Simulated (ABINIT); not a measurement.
# WC (Qusongite) (P-6m2) in ABINIT: equation of state

How stiff is WC (Qusongite) in PBEsol, and what volume does it want? The cell is scaled to several volumes.

Program: ABINIT 10.8.3 (patched build). These are calculated values, not measurements. Logs are shortened: lines on timing, memory, paths and dates and some standing lists are left out, and cuts for length are marked. The log counts tension as positive stress, the text compression.

### 1 Starting point

The structure is hexagonal, space group P-6m2 (No. 187). The conventional cell has a = 2.907 Å, b = 2.907 Å, c = 2.837 Å, α = 90.00°, β = 90.00°, γ = 120.00°. W (site symmetry -6m2) has 6 C at 2.20 Å as nearest neighbours. C (site symmetry -6m2) is surrounded by 6 W at 2.20 Å.

### 2 Equation of state, PBEsol

run.abi reads:

```
ndtset 7
getwfk -1
scalecart1 3*0.9795861087
scalecart2 3*0.9864848297
scalecart3 3*0.9932883884
scalecart4 3*1.0000000000
scalecart5 3*1.0066227096
scalecart6 3*1.0131594038
scalecart7 3*1.0196128224

pp_dirpath "./"
pseudos "W.upf, C.upf"

acell 3*1.0 Angstrom
rprim
     2.9065000000     0.0000000000     0.0000000000
    -1.4532500000     2.5171028361     0.0000000000
     0.0000000000     0.0000000000     2.8366000000
ntypat 2
znucl 74 6
natom 2
typat 1 2
xred
     0.0000000000     0.0000000000     0.0000000000
     0.6666666667     0.3333333333     0.5000000000

ecut 41.0

kptopt 1
ngkpt 10 10 9
nshiftk 1
shiftk 0.0 0.0 0.0

ixc -116133

nband 13
occopt 3
tsmear 0.05 eV

nstep 100
tolvrs 1.0e-10

iomode 3
prtwf 1
prtden 0
prteig 0
prtebands 0
enunit 1
```

Potentials or basis: PseudoDojo NC SR PBEsol v0.4.1 standard.

Launch:

```sh
$ abinit run.abi > log 2>&1
```

run.abo:

```text
.Version 10.8.3 of ABINIT
 DATASET    1 : space group P-6 m 2 (#187); Bravais hP (primitive hexag.)
================================================================================
 Values of the parameters that define the memory need for DATASET  1.
     intxc =       0    ionmov =       0      iscf =       7    lmnmax =       8
     lnmax =       8     mgfft =      32  mpssoang =       4    mqgrid =    3001
     natom =       2  nloc_mem =       1    nspden =       1   nspinor =       1
    nsppol =       1      nsym =      12    n1xccc =    2501    ntypat =       2
    occopt =       3   xclevel =       2
       mpw =        1670          nfft =       32768          nkpt =          70
================================================================================
================================================================================
[... 61 lines left out ...]
 DATASET    7 : space group P-6 m 2 (#187); Bravais hP (primitive hexag.)
================================================================================
 Values of the parameters that define the memory need for DATASET  7.
     intxc =       0    ionmov =       0      iscf =       7    lmnmax =       8
     lnmax =       8     mgfft =      36  mpssoang =       4    mqgrid =    3001
     natom =       2  nloc_mem =       1    nspden =       1   nspinor =       1
    nsppol =       1      nsym =      12    n1xccc =    2501    ntypat =       2
    occopt =       3   xclevel =       2
       mpw =        1878          nfft =       41472          nkpt =          70
================================================================================
================================================================================

--------------------------------------------------------------------------------
------------- Echo of variables that govern the present computation ------------
--------------------------------------------------------------------------------
 -outvars: echo values of preprocessed input variables --------
            acell      1.8897261259E+00  1.8897261259E+00  1.8897261259E+00 Bohr
              amu      1.83850000E+02  1.20110000E+01
             ecut      4.10000000E+01 Hartree
           enunit           1
           getwfk          -1
                       outvar_i_n : Printing only first  50 k-points.
              ixc     -116133
           jdtset        1    2    3    4    5    6    7
                       outvar_i_n : Printing only first  50 k-points.
         kptrlatt       10    0    0      0   10    0      0    0    9
          kptrlen1     4.72587351E+01
          kptrlen2     4.75915540E+01
          kptrlen3     4.79197820E+01
          kptrlen4     4.82435742E+01
          kptrlen5     4.85630773E+01
          kptrlen6     4.88784308E+01
          kptrlen7     4.91897668E+01
            natom           2
            nband          13
           ndtset           7
            ngfft1         32      32      32
            ngfft2         32      32      32
            ngfft3         32      32      32
            ngfft4         32      32      32
            ngfft5         32      32      32
            ngfft6         36      36      32
            ngfft7         36      36      32
             nkpt          70
            nstep         100
             nsym          12
           ntypat           2
                       prtocc : prtvol=0, do not print more k-points.
           occopt           3
           prtden           0
        prtebands           0
           prteig           0
            rprim1     2.8471670249E+00  0.0000000000E+00  0.0000000000E+00
                      -1.4235835125E+00  2.4657189724E+00  0.0000000000E+00
                       0.0000000000E+00  0.0000000000E+00  2.7786939559E+00
            rprim2     2.8672181575E+00  0.0000000000E+00  0.0000000000E+00
                      -1.4336090788E+00  2.4830837626E+00  0.0000000000E+00
                       0.0000000000E+00  0.0000000000E+00  2.7982628679E+00
            rprim3     2.8869927009E+00  0.0000000000E+00  0.0000000000E+00
                      -1.4434963504E+00  2.5002090195E+00  0.0000000000E+00
                       0.0000000000E+00  0.0000000000E+00  2.8175618425E+00
            rprim4     2.9065000000E+00  0.0000000000E+00  0.0000000000E+00
                      -1.4532500000E+00  2.5171028361E+00  0.0000000000E+00
                       0.0000000000E+00  0.0000000000E+00  2.8366000000E+00
            rprim5     2.9257489055E+00  0.0000000000E+00  0.0000000000E+00
                      -1.4628744527E+00  2.5337728772E+00  0.0000000000E+00
                       0.0000000000E+00  0.0000000000E+00  2.8553859781E+00
            rprim6     2.9447478071E+00  0.0000000000E+00  0.0000000000E+00
                      -1.4723739036E+00  2.5502264087E+00  0.0000000000E+00
                       0.0000000000E+00  0.0000000000E+00  2.8739279648E+00
            rprim7     2.9635046683E+00  0.0000000000E+00  0.0000000000E+00
                      -1.4817523342E+00  2.5664703270E+00  0.0000000000E+00
                       0.0000000000E+00  0.0000000000E+00  2.8922337320E+00
          spgroup         187
           tolvrs      1.00000000E-10
           tsmear      1.83746611E-03 Hartree
            typat      1  2
                       outvars : Printing only first  50 k-points.
           xangst1     0.0000000000E+00  0.0000000000E+00  0.0000000000E+00
                       1.4235835125E+00  8.2190632414E-01  1.3893469780E+00
           xangst2     0.0000000000E+00  0.0000000000E+00  0.0000000000E+00
                       1.4336090788E+00  8.2769458754E-01  1.3991314340E+00
           xangst3     0.0000000000E+00  0.0000000000E+00  0.0000000000E+00
                       1.4434963504E+00  8.3340300650E-01  1.4087809213E+00
           xangst4     0.0000000000E+00  0.0000000000E+00  0.0000000000E+00
                       1.4532500000E+00  8.3903427870E-01  1.4183000000E+00
           xangst5     0.0000000000E+00  0.0000000000E+00  0.0000000000E+00
                       1.4628744527E+00  8.4459095907E-01  1.4276929890E+00
           xangst6     0.0000000000E+00  0.0000000000E+00  0.0000000000E+00
                       1.4723739036E+00  8.5007546958E-01  1.4369639824E+00
           xangst7     0.0000000000E+00  0.0000000000E+00  0.0000000000E+00
                       1.4817523342E+00  8.5549010900E-01  1.4461168660E+00
            xcart1     0.0000000000E+00  0.0000000000E+00  0.0000000000E+00
                       2.6901829559E+00  1.5531778538E+00  2.6254852822E+00
            xcart2     0.0000000000E+00  0.0000000000E+00  0.0000000000E+00
                       2.7091285305E+00  1.5641160863E+00  2.6439752243E+00
            xcart3     0.0000000000E+00  0.0000000000E+00  0.0000000000E+00
                       2.7278127661E+00  1.5749034348E+00  2.6622101126E+00
            xcart4     0.0000000000E+00  0.0000000000E+00  0.0000000000E+00
                       2.7462444925E+00  1.5855449970E+00  2.6801985644E+00
            xcart5     0.0000000000E+00  0.0000000000E+00  0.0000000000E+00
                       2.7644320722E+00  1.5960456011E+00  2.6979487411E+00
            xcart6     0.0000000000E+00  0.0000000000E+00  0.0000000000E+00
                       2.7823834327E+00  1.6064098239E+00  2.7154683795E+00
            xcart7     0.0000000000E+00  0.0000000000E+00  0.0000000000E+00
                       2.8001060980E+00  1.6166420094E+00  2.7327648228E+00
             xred      0.0000000000E+00  0.0000000000E+00  0.0000000000E+00
                       6.6666666667E-01  3.3333333333E-01  5.0000000000E-01
            znucl       74.00000    6.00000

================================================================================

 chkinp: Checking input parameters for consistency, jdtset=   1.

 chkinp: Checking input parameters for consistency, jdtset=   2.
[... 29 lines left out ...]
 getcut: wavevector=  0.0000  0.0000  0.0000  ngfft=  32  32  32
         ecut(hartree)=     41.000   => boxcut(ratio)=   2.06339

--- Pseudopotential description ------------------------------------------------
- pspini: atom type   1  psp file is ./W.upf
12 -116133 3 -1 1396                          pspcod,pspxc,lmax,lloc,mmax
     nproj     2     2     2     2

- pspini: atom type   2  psp file is ./C.upf
12 -116133 1 -1 1248                          pspcod,pspxc,lmax,lloc,mmax
     nproj     2     2     0     0

   2.85529726E+02                                ecore*ucvol(ha*bohr**3)
--------------------------------------------------------------------------------

================================================================================

--- !BeginCycle
iteration_state: {dtset: 1, }
solver: {iscf: 7, nstep: 100, nline: 4, wfoptalg: 0, }
tolerances: {tolvrs: 1.00E-10, }
...
[... 979 lines left out ...]
-Cartesian components of stress tensor (GPa)         [Pressure= -2.3560E+01 GPa]
- sigma(1 1)=  2.20332351E+01  sigma(3 2)=  0.00000000E+00
- sigma(2 2)=  2.20332351E+01  sigma(3 1)=  0.00000000E+00
- sigma(3 3)=  2.66147241E+01  sigma(2 1)=  0.00000000E+00

== END DATASET(S) ==============================================================
================================================================================

 -outvars: echo values of variables after computation  --------
            acell      1.8897261259E+00  1.8897261259E+00  1.8897261259E+00 Bohr
           etotal1    -8.1851244878E+01
           etotal2    -8.1853132119E+01
           etotal3    -8.1854082070E+01
           etotal4    -8.1854188635E+01
           etotal5    -8.1853536601E+01
           etotal6    -8.1852202488E+01
           etotal7    -8.1850255419E+01
            fcart1    -0.0000000000E+00 -0.0000000000E+00 -0.0000000000E+00
                      -0.0000000000E+00 -0.0000000000E+00 -0.0000000000E+00
            fcart2     1.5529931909E-30  8.9662103683E-31 -0.0000000000E+00
                      -1.5529931909E-30 -8.9662103683E-31 -0.0000000000E+00
            fcart3     0.0000000000E+00  0.0000000000E+00 -0.0000000000E+00
                       0.0000000000E+00  0.0000000000E+00 -0.0000000000E+00
            fcart4     1.5320042235E-30  8.8450305083E-31 -0.0000000000E+00
                      -1.5320042235E-30 -8.8450305083E-31 -0.0000000000E+00
            fcart5    -0.0000000000E+00 -0.0000000000E+00 -0.0000000000E+00
                      -0.0000000000E+00 -0.0000000000E+00 -0.0000000000E+00
[... 38 lines left out ...]
                       0.0000000000E+00  0.0000000000E+00  0.0000000000E+00
           xangst1     0.0000000000E+00  0.0000000000E+00  0.0000000000E+00
                       1.4235835125E+00  8.2190632414E-01  1.3893469780E+00
           xangst2     0.0000000000E+00  0.0000000000E+00  0.0000000000E+00
                       1.4336090788E+00  8.2769458754E-01  1.3991314340E+00
           xangst3     0.0000000000E+00  0.0000000000E+00  0.0000000000E+00
                       1.4434963504E+00  8.3340300650E-01  1.4087809213E+00
           xangst4     0.0000000000E+00  0.0000000000E+00  0.0000000000E+00
                       1.4532500000E+00  8.3903427870E-01  1.4183000000E+00
           xangst5     0.0000000000E+00  0.0000000000E+00  0.0000000000E+00
                       1.4628744527E+00  8.4459095907E-01  1.4276929890E+00
           xangst6     0.0000000000E+00  0.0000000000E+00  0.0000000000E+00
                       1.4723739036E+00  8.5007546958E-01  1.4369639824E+00
           xangst7     0.0000000000E+00  0.0000000000E+00  0.0000000000E+00
                       1.4817523342E+00  8.5549010900E-01  1.4461168660E+00
             xred      0.0000000000E+00  0.0000000000E+00  0.0000000000E+00
                       6.6666666667E-01  3.3333333333E-01  5.0000000000E-01
 Calculation completed.
```

Wall time 11 min (1 thread of Intel Xeon at 2.50GHz (Skylake/Cascade Lake), shared host); peak memory 0.12 GiB.

What came out:

- Equilibrium volume: 10.30 Å³/atom
- Bulk modulus at fixed shape and positions: 411 GPa
- Pressure derivative of the bulk modulus: 4.3

Energy against volume, from the lowest point:
| volume (Å³/atom) | energy (meV/atom) |
| --- | --- |
| 9.754 | 40.05 |
| 9.961 | 14.37 |
| 10.169 | 1.45 |
| 10.376 | 0.00 |
| 10.584 | 8.87 |
| 10.791 | 27.02 |
| 10.999 | 53.51 |

Caveat: pressures at fixed basis lie under the slope of the energies; the cell was scaled at fixed shape and fractional positions, which overstates the stiffness of a crystal with free parameters, most of all of layers and chains.
